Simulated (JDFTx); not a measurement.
Crystal: Se.

```
Se
1.0
     4.36620    0.00000    0.00000
    -2.18310    3.78124    0.00000
     0.00000    0.00000    4.95360
Se
3
Direct
  0.77460 0.77460 0.00000
  0.00000 0.22540 0.66667
  0.22540 0.00000 0.33333
```

```yaml
Program: JDFTx 1.7.0 (patched build)
Task: relaxation of cell and atoms
Functional: r2SCAN
Potentials_or_basis: SG15-PBE-1.2 with smoothed tails
Cutoff: 1088 eV
Density_cutoff: 8708 eV
k_mesh: 4 × 4 × 3
Occupations: fermi-dirac, width 0.05 eV
Spin: no spin polarisation
```

At the start: pressure 1.9 GPa; volume 27.26 Å³/atom.

Where does the relaxation end?

Over 19 steps the energy falls by 6.9 meV/atom and the volume is 29.07 Å³/atom (+6.6 %); space group P3_121 (No. 152, to 0.05 Å).

Step by step:
```tsv
step	energy change (eV)	largest force (eV/Å)	pressure (GPa)	volume (Å³)
1	0.0000	0.2055	1.94	81.78
2	-0.0028	0.1534	1.70	81.91
3	-0.0091	0.0023	0.96	82.48
4	-0.0112	0.0420	0.68	82.85
5	-0.0132	0.0798	0.39	83.32
6	-0.0152	0.1287	-0.05	84.18
7	-0.0158	0.1520	-0.32	84.86
8	-0.0162	0.1467	-0.35	85.03
9	-0.0171	0.1281	-0.53	86.21
10	-0.0200	0.0371	0.06	86.71
11	-0.0200	0.0320	0.04	86.70
12	-0.0200	0.0049	-0.03	86.59
13	-0.0201	0.0032	-0.01	86.52
14	-0.0204	0.0065	0.08	86.47
15	-0.0205	0.0250	-0.04	86.62
16	-0.0206	0.0261	-0.08	86.86
17	-0.0208	0.0215	0.09	87.28
18	-0.0208	0.0109	0.05	87.20
19	-0.0208	0.0098	0.05	87.20
```

Final structure:
```xyz
3
Lattice="4.4801 0.0000 0.0000 -2.2400 3.8799 0.0000 0.0000 0.0000 5.0164" Properties=species:S:1:pos:R:3 pbc="T T T"
Se    1.7484    3.0283    0.0000
Se   -0.4917    0.8516    3.3443
Se    0.9833    0.0000    1.6721
```

Caveat: the k mesh is coarse (spacing up to 0.42 Å⁻¹), so the values aren't converged; meta-GGA forces are noisy on this grid; the plane waves are those of the starting cell, so after so large a change of volume the result is rough; the potentials were made for another functional, which shifts forces and pressure.
